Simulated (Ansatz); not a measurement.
Crystal: TiO2.

```
Ti O
1.0
     4.59984    0.00000    0.00000
     0.00000    4.59984    0.00000
     0.00000    0.00000    2.95921
Ti O
2 4
Direct
  0.00000 0.00000 0.50000
  0.50000 0.50000 0.00000
  0.30432 0.30432 0.50000
  0.19568 0.80432 0.00000
  0.80432 0.19568 0.00000
  0.69568 0.69568 0.50000
```

The cell is a database's computed one.

Base run:

- Program: Ansatz 0.2.0
- Functional: HSE06
- Potentials or basis: Ansatz PAW
- Cutoff: 420 eV (not typed: the program's choice for these potentials)
- k mesh: 4 × 4 × 6
- Occupations: fermi-dirac, width 0.05 eV
- Spin: no spin polarisation

Its results: band gap on the k mesh 3.36 eV, direct; pressure -3.8 GPa; largest force 0.200 eV/Å.

Problem. The run is repeated on the same cell with these changes: functional from HSE06 to PBE0. What comes out?

Solution. Band gap on the k mesh 4.12 eV, direct; pressure -3.9 GPa; largest force 0.201 eV/Å.

Caveats: the PAW data sets come from PBE, with cores solved anew for the run's functional, which leaves a small shift of forces and pressure; the thresholds are loose for stress.
